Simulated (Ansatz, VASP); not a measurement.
**One calculation of Pd, two programs**

```xyz
1
Lattice="0.0851 1.9449 1.9449 2.0300 0.0000 2.0300 1.9449 1.9449 0.0851" Properties=species:S:1:pos:R:3 pbc="T T T"
Pd    0.0000    0.0000    0.0000
```

Change from the starting cell: strain +0.0875 x Voigt [0, 0, 0, 0, 1, 0], atoms carried along.

Alike in both runs: task single point; functional PBE; k mesh 20 × 20 × 20; occupations gaussian, width 0.15 eV; no spin polarisation.

|  | VASP | Ansatz |
| --- | --- | --- |
| version | VASP 6.6.1 | Ansatz 0.2.0 |
| potentials or method | VASP PAW PBE potentials, release 64 (Pd) | scalar-relativistic, plane waves, PAW |
| plane-wave cutoff (eV) | 520 | 420 |
| valence electrons in the cell | 10 | 18 |

VASP gave:

- gap on the k mesh at the Fermi level (eV): none
- pressure (GPa): 8.9
- largest component of the traceless stress (GPa): 7.90

Estimate Ansatz's values.

gap on the k mesh at the Fermi level (eV): none; pressure (GPa): 9.3; largest component of the traceless stress (GPa): 7.96.

A gap of «none» marks a metal or a gap that the smearing closes. With one functional, cell and mesh, what is left measures potentials, basis and numerics. The two sets of potentials don't hold the same shells in valence.
